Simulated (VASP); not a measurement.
Cs2SnI6:

```
CELL_PARAMETERS angstrom
0.00000 5.81380 5.81380
5.81380 0.00000 5.81380
5.81380 5.81380 0.00000
ATOMIC_POSITIONS crystal
Cs 0.25000 0.25000 0.25000
Cs 0.75000 0.75000 0.75000
Sn 0.00000 0.00000 0.00000
I 0.75464 0.24536 0.24536
I 0.24536 0.75464 0.24536
I 0.24536 0.75464 0.75464
I 0.75464 0.24536 0.75464
I 0.24536 0.24536 0.75464
I 0.75464 0.75464 0.24536
```

- Program: VASP 6.6.1
- Task: relaxation of cell and atoms
- Functional: LDA
- Potentials or basis: VASP PAW LDA potentials, release 64 (Cs_sv, Sn_d, I)
- Cutoff: 600 eV
- k mesh: 6 × 6 × 6
- Occupations: gaussian, width 0.03 eV
- Spin: no spin polarisation

At the start: pressure -0.9 GPa; volume 43.67 Å³/atom.

Q: Where does the relaxation end?

A: Over 9 steps the energy falls by 14.4 meV/atom and the volume is 40.04 Å³/atom (-8.3 %); space group Fm-3m (No. 225, to 0.05 Å).

Step by step:
```
step  energy change (eV)  largest force (eV/Å)  pressure (GPa)  volume (Å³)
   1              0.0000                0.0833           -0.92       393.02
   2             -0.0538                0.2702           -0.18       379.00
   3             -0.0578                0.3324            0.07       374.73
   4             -0.0891                0.2553            0.05       370.56
   5             -0.1281                0.0594            0.09       360.52
   6             -0.1290                0.0205            0.11       358.61
   7             -0.1290                0.0270            0.11       358.93
   8             -0.1291                0.0127           -0.10       361.61
   9             -0.1295                0.0055            0.00       360.36
```

Final structure:
```yaml
crystal:
  lattice:
    - [0.00000, 5.64809, 5.64809]
    - [5.64809, 0.00000, 5.64809]
    - [5.64809, 5.64809, 0.00000]
  atoms:
    - { symbol: Cs, position: [0.25000, 0.25000, 0.25000] }
    - { symbol: Cs, position: [0.75000, 0.75000, 0.75000] }
    - { symbol: Sn, position: [0.00000, 0.00000, 0.00000] }
    - { symbol: I, position: [0.74794, 0.25206, 0.25206] }
    - { symbol: I, position: [0.25206, 0.74794, 0.25206] }
    - { symbol: I, position: [0.25206, 0.74794, 0.74794] }
    - { symbol: I, position: [0.74794, 0.25206, 0.74794] }
    - { symbol: I, position: [0.25206, 0.25206, 0.74794] }
    - { symbol: I, position: [0.74794, 0.74794, 0.25206] }
```
